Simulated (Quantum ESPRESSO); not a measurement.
A calculation with Quantum ESPRESSO 7.5 of Te2Mo (ASE script, Cartesian positions):

run.py

```python
import numpy as np
from ase.calculators.espresso import Espresso, EspressoProfile
from ase.io import read

atoms = read('Te2Mo.xyz')

input_data = {
    'control': {'calculation': 'scf', 'prefix': 'pwscf', 'outdir': './tmp', 'tprnfor': True, 'tstress': True, 'disk_io': 'nowf'},
    'system': {'ecutwfc': 60.0, 'ecutrho': 440.0, 'nbnd': 36, 'occupations': 'smearing', 'smearing': 'fd', 'degauss': 0.00367493},
    'electrons': {'conv_thr': 1.2e-09, 'electron_maxstep': 120, 'mixing_beta': 0.5},
}
pseudopotentials = {'Te': 'Te_pbe_v1.uspp.F.UPF', 'Mo': 'Mo_ONCV_PBE-1.0.oncvpsp.upf'}
profile = EspressoProfile(command='mpirun -n 2 pw.x -nk 2', pseudo_dir='pseudo')
dft = Espresso(profile=profile, input_data=input_data, pseudopotentials=pseudopotentials, kpts=(9, 9, 2), koffset=(0, 0, 0))
atoms.calc = dft

print(f'energy {atoms.get_potential_energy():.8f} eV')
print('forces (eV/A)')
print(np.round(atoms.get_forces(), 6))
print('stress (eV/A^3, Voigt)')
print(np.round(atoms.get_stress(), 8))
print(f'Fermi level {dft.get_fermi_level():.4f} eV')
```

Contents of Te2Mo.xyz:

```xyz
6
Lattice="3.5182000000 0.0000000000 0.0000000000 -1.7591000000 3.0468505756 0.0000000000 0.0000000000 0.0000000000 13.9736000000" Properties=species:S:1:pos:R:3 pbc="T T T"
Te     1.7591000002      1.0156168584      5.2959944000
Te    -0.0000000002      2.0312337172     12.2827944000
Te     1.7591000002      1.0156168584      1.6908056000
Te    -0.0000000002      2.0312337172      8.6776056000
Mo     1.7591000002      1.0156168584     10.4802000000
Mo    -0.0000000002      2.0312337172      3.4934000000
```

Potentials or basis: SSSP 1.3 efficiency PBE.

Command:

```console
$ OMP_NUM_THREADS=1 python run.py
```

Question: Write the same calculation in another form: native input, structure typed inline.

Answer: As run:

Contents of pw.in:

```
&CONTROL
  calculation = 'scf'
  prefix = 'pwscf'
  outdir = './tmp'
  pseudo_dir = './pseudo'
  tprnfor = .true.
  tstress = .true.
  disk_io = 'low'
/
&SYSTEM
  ibrav = 0
  nat = 6
  ntyp = 2
  ecutwfc = 60
  ecutrho = 440
  nbnd = 36
  occupations = 'smearing'
  smearing = 'fd'
  degauss = 0.00367493
/
&ELECTRONS
  conv_thr = 1.2d-09
  electron_maxstep = 120
  mixing_beta = 0.5
/
ATOMIC_SPECIES
Te   127.6000 Te_pbe_v1.uspp.F.UPF
Mo    95.9500 Mo_ONCV_PBE-1.0.oncvpsp.upf
CELL_PARAMETERS angstrom
   3.5182000000    0.0000000000    0.0000000000
  -1.7591000000    3.0468505756    0.0000000000
   0.0000000000    0.0000000000   13.9736000000
ATOMIC_POSITIONS crystal
Te     0.6666666667    0.3333333333    0.3790000000
Te     0.3333333333    0.6666666667    0.8790000000
Te     0.6666666667    0.3333333333    0.1210000000
Te     0.3333333333    0.6666666667    0.6210000000
Mo     0.6666666667    0.3333333333    0.7500000000
Mo     0.3333333333    0.6666666667    0.2500000000
K_POINTS automatic
9 9 2 0 0 0
```

Contents of pp_density.in:

```
&INPUTPP
  prefix = 'pwscf'
  outdir = './tmp'
  filplot = 'density.dat'
  plot_num = 0
/
&PLOT
  nfile = 1
  filepp(1) = 'density.dat'
  iflag = 3
  output_format = 6
  fileout = 'density.cube'
/
```

pp_potential.in

```
&INPUTPP
  prefix = 'pwscf'
  outdir = './tmp'
  filplot = 'potential.dat'
  plot_num = 11
/
&PLOT
  nfile = 1
  filepp(1) = 'potential.dat'
  iflag = 3
  output_format = 6
  fileout = 'potential.cube'
/
```

Potentials or basis: SSSP 1.3 efficiency PBE.

Launch:

```bash
$ OMP_NUM_THREADS=1 mpirun -n 2 pw.x -nk 2 -in pw.in > pw.out
$ OMP_NUM_THREADS=1 mpirun -n 1 pp.x -in pp_density.in > pp_density.out
$ OMP_NUM_THREADS=1 mpirun -n 1 pp.x -in pp_potential.in > pp_potential.out
```

Both were run:

|  | ASE script, Cartesian positions | native input, structure typed inline |
| --- | --- | --- |
| Pressure | 3.8 GPa | 3.8 GPa |
| Largest force | 0.299 eV/Å | 0.299 eV/Å |
| Band gap on the k mesh | 0.73 eV, indirect (least direct gap 1.04 eV) | 0.73 eV, indirect (least direct gap 1.04 eV) |

Keys that steer only the numerical path or the files written may differ.

Caveat: spin-orbit coupling is left out, which moves the levels of the heavy elements; an odd mesh through Γ misses points on the zone boundary, where band edges often lie; this functional lacks dispersion, which binds the layers, so the pressure and a relaxed spacing across them are unreliable.
